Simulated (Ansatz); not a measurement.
# TaN: the cost of one run

Computed with Ansatz 0.2.0 (DFT PBE, scalar-relativistic, plane waves, PAW, unless a step's input says otherwise).

2 further runs of the same task are left out: 1 that didn't finish, 1 set aside as unsound or not needed.

## (1) The structure to begin with

It takes space group Fm-3m (No. 225, cubic). Conventional cell: a = 4.358 Å, b = 4.358 Å, c = 4.358 Å, α = 90.00°, β = 90.00°, γ = 90.00°. Ta (site symmetry m-3m) has 6 N at 2.18 Å as nearest neighbours. N (site symmetry m-3m) is surrounded by 6 Ta at 2.18 Å.

Structure file:

```
Ta N
1.0
     0.00000    2.17900    2.17900
     2.17900    0.00000    2.17900
     2.17900    2.17900    0.00000
Ta N
1 1
Direct
  0.50000 0.50000 0.50000
  0.00000 0.00000 0.00000
```

Source of the structure: the Crystallography Open Database.

## (7) Setting up the map

The energy is mapped over two normal modes frozen in (zone-centre modes of the cell shown).

The axes are (1) amplitude of mode 4 (384 cm⁻¹), largest displacement: 7 values from −0.27 Å; (2) amplitude of mode 6 (384 cm⁻¹), largest displacement: 7 values from −0.27 Å.

Nothing else is relaxed (the cell and all other modes fixed). Energies count from the relaxed high-symmetry cell. Points are written as (first, second).

The patterns, per unit of each coordinate (Å):

```csv
atom,x1,y1,z1,x2,y2,z2
Ta1,-0.077,0.000,0.000,0.000,0.000,-0.077
N2,1.000,0.000,0.000,0.000,0.000,1.000
```

(The set-up runs are not shown.)

## (8) Grid point (−0.27 Å, −0.09 Å)

The input, input.yaml:

```yaml
crystal:
  lattice:
    - [0.0, 2.2081122569, 2.2081122569]
    - [2.2081122569, 0.0, 2.2081122569]
    - [2.2081122569, 2.2081122569, 0.0]
  atoms:
    - { symbol: Ta, position: [0.4968326312, 0.5063329848, 0.5031673688] }
    - { symbol: "N", position: [0.0409173038, -0.0818119638, -0.0409173038] }
basis:
  ecutwfc: 520.0
kpoints:
  mp_grid: { grid: [18, 18, 18] }
hamiltonian:
  xc: pbe
  pseudopotentials: { kind: paw, azcp: { folder: soft_1 } }
scf:
  occupations: { method: gaussian, width: 0.15 }
output:
  forces: true
  stress: true
  eigenvalues: true
```

Launch:

```bash
ansatz run input.yaml --threads 1 --pin off --max-ram 2048MiB --backend cpu --events-out ev --progress --plain --runs-dir out
```

Q: Estimate wall time and peak memory on 1 thread of Intel Xeon Platinum 8259CL at 2.50GHz (Skylake/Cascade Lake), shared host.

About 45 s, with a peak of 1 GiB.
